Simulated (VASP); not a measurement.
# GaP (R-3m) in VASP: further runs

Runs on GaP. Level: PBE. Tasks: single point.

Everything below comes from runs of VASP 6.6.1. Logs are shortened: lines on timing, memory, paths and dates and some standing lists are left out, and cuts for length are marked.

## (1) The crystal as given

Symmetry: R-3m, No. 166, trigonal system. Conventional cell: a = 3.886 Å, b = 3.886 Å, c = 19.292 Å, α = 90.00°, β = 90.00°, γ = 120.00°. Around Ga (site symmetry 3m) lie 3 P at 2.40 Å and 1 Ga at 2.49 Å. P (site symmetry 3m) is surrounded by 1 P at 2.21 Å and 3 Ga at 2.40 Å.

Measurements of this composition are mostly on another form, of space group No. 216.

## (2) Single point, PBE

Contents of INCAR:

```
SYSTEM = GaP
ADDGRID = .FALSE. ; ALGO = Normal
EDIFF = 1E-6 ; ENCUT = 550
GGA = PE ; ISIF = 2
ISMEAR = 0 ; LASPH = .TRUE.
LCHARG = .FALSE. ; LREAL = .FALSE.
LWAVE = .FALSE. ; NELM = 100
PREC = Accurate ; SIGMA = 0.05
```

Contents of KPOINTS:

```
k-points
0
G
  3 3 3
  0 0 0
```

Contents of POSCAR:

```
GaP
1.0
    1.9430151755      1.1218003346      6.4308101003
   -1.9430151755      1.1218003346      6.4308101003
    0.0000000000     -2.2436006692      6.4308101003
Ga P
2 2
Direct
    0.5646280000      0.5646280000      0.5646280000
    0.4353720000      0.4353720000      0.4353720000
    0.9426110000      0.9426110000      0.9426110000
    0.0573890000      0.0573890000      0.0573890000
```

Potentials or basis: VASP PAW PBE potentials, release 64 (Ga_d, P).

On the command line:

```console
> cat potpaw_PBE.64/Ga_d/POTCAR potpaw_PBE.64/P/POTCAR > POTCAR
> mpirun -np 1 vasp_std > vasp.out
```

OUTCAR:

```text
SYSTEM = GaP
   EDIFF = 1E-6
   ENCUT = 550
   GGA = PE
   ISIF = 2
   ISMEAR = 0
   LASPH = .TRUE.
   LREAL = .FALSE.
   NELM = 100
   PREC = Accurate

 Found      6 irreducible k-points:

 Following reciprocal coordinates:
            Coordinates               Weight
  0.000000  0.000000  0.000000      1.000000
  0.333333 -0.000000 -0.000000      6.000000
  0.333333  0.333333 -0.000000      6.000000
 -0.333333  0.333333  0.000000      6.000000
  0.333333  0.333333  0.333333      2.000000
 -0.333333  0.333333  0.333333      6.000000
   k-points           NKPTS =      6   k-points in BZ     NKDIM =      6   number of bands    NBANDS=     22
   number of dos      NEDOS =    301   number of ions     NIONS =      4
   total plane-waves  NPLWV = 157464
   dimension x,y,z NGX =    54 NGY =   54 NGZ =   54
   dimension x,y,z NGXF=   108 NGYF=  108 NGZF=  108
   ions per type =               2   2
   NGX,Y,Z   is equivalent  to a cutoff of  13.18, 13.18, 13.18 a.u.
   NGXF,Y,Z  is equivalent  to a cutoff of  26.36, 26.36, 26.36 a.u.
 SYSTEM =  GaP
   PREC   = accura    normal or accurate (medium, high low for compatibility)
   ISTART =      0    job   : 0-new  1-cont  2-samecut
   ICHARG =      2    charge: 1-file 2-atom 10-const
   ISPIN  =      1    spin polarized calculation?
   LNONCOLLINEAR =      F non collinear calculations
   LSORBIT =      F    spin-orbit coupling
   LASPH  =      T    aspherical Exc in radial PAW
   ENCUT  =  550.0 eV  40.42 Ry    6.36 a.u.  13.02 13.02 13.02*2*pi/ulx,y,z
   NELM   =    100;   NELMIN=  2; NELMDL= -5     # of ELM steps
   EDIFF  = 0.1E-05   stopping-criterion for ELM
   LREAL  =      F    real-space projection
   EDIFFG = 0.1E-04   stopping-criterion for IOM
   NSW    =      0    number of steps for IOM
   IBRION =     -1    ionic relax: 0-MD 1-quasi-New 2-CG
   NFREE  =      0    steps in history (QN), initial steepest desc. (CG)
   ISIF   =      2    stress and relaxation
   ISYM   =      2    0-nonsym 1-usesym 2-fastsym
   POTIM  = 0.5000    time-step for ionic-motion
   TEBEG  =    0.0;   TEEND  =   0.0 temperature during run
   PSTRESS=    0.0 pullay stress
   NELECT =      36.0000    total number of electrons
   NUPDOWN=      -1.0000    fix difference up-down
   EMIN   =  10.00;   EMAX   =-10.00  energy-range for DOS
   EFERMI =   0.00;   METHOD = LEGACY
   ISMEAR =     0;   SIGMA  =   0.05  broadening in eV -4-tet -1-fermi 0-gaus
   EFERMI_NEDOS =   21; number of points for ismear=-14 and -15
   IALGO  =     38    algorithm
   IMIX   =      4    mixing-type and parameters
     AMIX     =   0.40;   BMIX     =  1.00
     AMIX_MAG =   1.60;   BMIX_MAG =  1.00
  volume/ion in A,a.u.               =      21.03       141.89
  Fermi-wavevector in a.u.,A,eV,Ry     =   1.233785  2.331515 20.711129  1.522225
  Thomas-Fermi vector in A             =   2.368501
   LORBIT       =      0    0 simple, 1 ext, 2 COOP (PROOUT), +10 PAW based schemes
   GGA     = PE    functional components
   LHFCALC =     F    Hartree Fock is set to
   AEXX    =    0.0000 exact exchange contribution
   IVDW    =     0    specifies the selected vdW correction
   LEPSILON=     F    determine dielectric tensor
   LRPA    =     F    only Hartree local field effects (RPA)
 non-spin polarized calculation
 Gauss-broadening in eV      SIGMA  =   0.05
  energy-cutoff  :      550.00
  volume of cell :       84.10
 maximum number of plane-waves:      2487
 NGX is ok and might be reduce to    54
   NGX = 27   NGY = 27   NGZ = 27

 number of electron      36.0000008 magnetization

 Free energy of the ion-electron system (eV)
  ---------------------------------------------------
  ext. energy  EPLUGINS =         0.00000000
  ---------------------------------------------------
  free energy    TOTEN  =       -17.25731435 eV

  energy without entropy =      -17.25731435  energy(sigma->0) =      -17.25731435

 E-fermi :   4.9033     XC(G=0):  -9.6356

 val. band max:        4.6813164876   @ k =   0.0000   0.0000   0.0000
 cond. band min:       5.7684845006   @ k =   0.3333   0.3333   0.3333
 fundamental gap:      1.0871680130
 Fermi energy:         4.9033424066

 k-point     1 :       0.0000    0.0000    0.0000
  band No.  band energies     occupation
      1     -10.1614      2.00000
      2     -10.0300      2.00000
      3     -10.0300      2.00000
      4     -10.0104      2.00000
      5     -10.0104      2.00000
      6      -9.9626      2.00000
      7      -9.9626      2.00000
      8      -9.8477      2.00000
      9      -9.8477      2.00000
     10      -9.8374      2.00000
     11      -8.4283      2.00000
     12      -5.7457      2.00000
     13      -2.4838      2.00000
     14       2.8956      2.00000
     15       2.8956      2.00000
     16       4.4143      2.00000
     17       4.6813      2.00000
     18       4.6813      2.00000
     19       5.7874      0.00000
     20       6.1660      0.00000
     21       7.3999      0.00000
     22       8.3068      0.00000

 k-point     2 :       0.3333   -0.0000   -0.0000
  band No.  band energies     occupation
      1     -10.1457      2.00000
      2     -10.1075      2.00000
      3     -10.0472      2.00000
      4     -10.0256      2.00000
      5      -9.9784      2.00000
      6      -9.9780      2.00000
      7      -9.9382      2.00000
      8      -9.8661      2.00000
      9      -9.8519      2.00000
     10      -9.7815      2.00000
     11      -7.4937      2.00000
     12      -4.8448      2.00000
     13      -2.2722      2.00000
     14       0.1243      2.00000
     15       0.2970      2.00000
     16       2.0674      2.00000
     17       2.7922      2.00000
     18       3.2531      2.00000
     19       6.5374      0.00000
     20       7.3174      0.00000
     21       7.9733      0.00000
     22       9.4639      0.00000

 k-point     3 :       0.3333    0.3333   -0.0000
  band No.  band energies     occupation
      1     -10.1456      2.00000
      2     -10.0864      2.00000
      3     -10.0632      2.00000
      4     -10.0295      2.00000
      5      -9.9781      2.00000
      6      -9.9771      2.00000
      7      -9.9384      2.00000
      8      -9.8759      2.00000
      9      -9.8483      2.00000
     10      -9.7817      2.00000
     11      -7.4499      2.00000
     12      -4.9670      2.00000
     13      -2.0565      2.00000
     14      -0.5936      2.00000
     15       0.7490      2.00000
     16       1.8540      2.00000
     17       3.6908      2.00000
     18       3.8021      2.00000
     19       6.0328      0.00000
     20       6.4225      0.00000
     21       7.8248      0.00000
     22       8.7200      0.00000

 k-point     4 :      -0.3333    0.3333    0.0000
  band No.  band energies     occupation
      1     -10.1255      2.00000
      2     -10.1240      2.00000
      3     -10.0708      2.00000
      4     -10.0114      2.00000
      5     -10.0094      2.00000
      6      -9.9470      2.00000
      7      -9.9467      2.00000
      8      -9.8672      2.00000
      9      -9.8598      2.00000
     10      -9.7650      2.00000
     11      -6.8231      2.00000
     12      -3.9579      2.00000
     13      -2.5561      2.00000
     14      -1.4757      2.00000
     15       0.3861      2.00000
     16       0.9054      2.00000
     17       0.9859      2.00000
     18       3.4558      2.00000
     19       6.4111      0.00000
     20       8.0300      0.00000
     21       8.4517      0.00000
     22      10.4405      0.00000

 k-point     5 :       0.3333    0.3333    0.3333
  band No.  band energies     occupation
      1     -10.1601      2.00000
      2     -10.0286      2.00000
      3     -10.0286      2.00000
      4     -10.0123      2.00000
      5     -10.0123      2.00000
      6      -9.9634      2.00000
      7      -9.9634      2.00000
      8      -9.8465      2.00000
      9      -9.8465      2.00000
     10      -9.8456      2.00000
     11      -8.2630      2.00000
     12      -6.3025      2.00000
     13      -1.1816      2.00000
     14       1.9127      2.00000
     15       2.9626      2.00000
     16       2.9626      2.00000
     17       4.4893      2.00000
     18       4.4893      2.00000
     19       5.7685      0.00000
     20       7.0354      0.00000
     21       8.4560      0.00000
     22       8.4560      0.00000

 k-point     6 :      -0.3333    0.3333    0.3333
  band No.  band energies     occupation
      1     -10.1409      2.00000
      2     -10.1005      2.00000
      3     -10.0535      2.00000
      4     -10.0272      2.00000
      5      -9.9790      2.00000
      6      -9.9785      2.00000
      7      -9.9385      2.00000
      8      -9.8756      2.00000
      9      -9.8494      2.00000
     10      -9.7818      2.00000
     11      -7.3666      2.00000
     12      -5.2947      2.00000
     13      -1.4666      2.00000
     14      -0.5543      2.00000
     15       0.7231      2.00000
     16       1.9502      2.00000
     17       2.9326      2.00000
     18       3.4737      2.00000
     19       5.8676      0.00000
     20       6.9063      0.00000
     21       7.7964      0.00000
     22       9.1180      0.00000

------------------------ aborting loop because EDIFF is reached ----------------------------------------

  FORCE on cell =-STRESS in cart. coord.  units (eV):
  Direction    XX          YY          ZZ          XY          YZ          ZX
  --------------------------------------------------------------------------------------
  -------------------------------------------------------------------------------------
  Total        0.8499172      0.8499172     -0.6290634      0.0000000     -0.0000000      0.0000000
  in kB       16.1911796     16.1911796    -11.9838492      0.0000000     -0.0000000      0.0000000
  external PRESSURE =       6.7995034 kB  Pullay stress =       0.0000000 kB

 VOLUME and BASIS-vectors are now :
 -----------------------------------------------------------------------------
  energy-cutoff  :      550.00
  volume of cell :       84.10
      direct lattice vectors                 reciprocal lattice vectors
     1.943015176  1.121800335  6.430810100     0.257332010  0.148570705  0.051833801
    -1.943015176  1.121800335  6.430810100    -0.257332010  0.148570705  0.051833801
     0.000000000 -2.243600669  6.430810100     0.000000000 -0.297141410  0.051833801

 POSITION                                       TOTAL-FORCE (eV/Angst)
 -----------------------------------------------------------------------------------
      0.00000      0.00000     10.89305         0.000000     -0.000000     -0.030529
      0.00000      0.00000      8.39938         0.000000      0.000000      0.030529
      0.00000      0.00000     18.18526         0.000000     -0.000000      0.082410
      0.00000      0.00000      1.10717         0.000000      0.000000     -0.082410
 -----------------------------------------------------------------------------------
    total drift:                                0.000000      0.000000      0.000000

  FREE ENERGIE OF THE ION-ELECTRON SYSTEM (eV)
  ---------------------------------------------------
  free  energy   TOTEN  =       -17.2573143538 eV

  energy  without entropy=      -17.2573143538  energy(sigma->0) =      -17.25731435
```

Wall time 35 s (1 thread of Intel Xeon Platinum 8488C (Sapphire Rapids), shared host); peak memory 0.37 GiB.

The run converged, but some of its settings lie outside the range that counts as converged, so its numbers aren't taken as properties of the crystal.

What came out:

| Property | Result |
| --- | --- |
| Free energy | -17.2573 eV |
| Pressure | 0.7 GPa |
| Largest force | 0.082 eV/Å |
| Band gap on the k mesh | 1.09 eV, indirect (least direct gap 1.11 eV) |

Caveat: the k mesh is coarse (spacing up to 0.63 Å⁻¹), so the values aren't converged; an odd mesh through Γ misses points on the zone boundary, where band edges often lie.

## (3) Single point, PBE

Edit INCAR of step 2 so:

```diff
@@ -2,3 +2,3 @@
 ADDGRID = .FALSE. ; ALGO = Normal
-EDIFF = 1E-6 ; ENCUT = 550
+EDIFF = 1E-6 ; ENCUT = 350
 GGA = PE ; ISIF = 2
```

Contents of KPOINTS:

```
k-points
0
G
  4 4 4
  0 0 0
```

POSCAR is that of step 2.

Potentials or basis: VASP PAW PBE potentials, release 64 (Ga_d, P).

On the command line:

```console
> cat potpaw_PBE.64/Ga_d/POTCAR potpaw_PBE.64/P/POTCAR > POTCAR
> mpirun -np 1 vasp_std > vasp.out
```

It took 27 s on 1 thread of Intel Xeon Platinum 8488C (Sapphire Rapids), shared host; peak memory 0.24 GiB.

These settings aren't checked as converged: the numbers below hold their error.

Results:

| Property | Result |
| --- | --- |
| Free energy | -17.5973 eV |
| Pressure | 0.1 GPa |
| Largest force | 0.047 eV/Å |
| Band gap on the k mesh | 0.83 eV, indirect (least direct gap 1.12 eV) |

Caveat: the k mesh is coarse (spacing up to 0.47 Å⁻¹), so the values aren't converged; the cutoff is under 1.25 times the usual one of these potentials, so pressure, stress and relaxed cells hold a basis-set (Pulay) error.

## (4) The reference run

An earlier run on the cell as given: functional PBE; potentials or basis VASP PAW PBE potentials, release 64 (Ga_d, P); cutoff 520 eV; k mesh 8 × 8 × 8; occupations fermi-dirac, width 0.05 eV; no spin polarisation.

* Pressure: 0.0 GPa
* Largest force: 0.054 eV/Å
* Band gap on the k mesh: 0.84 eV, indirect (least direct gap 1.13 eV)
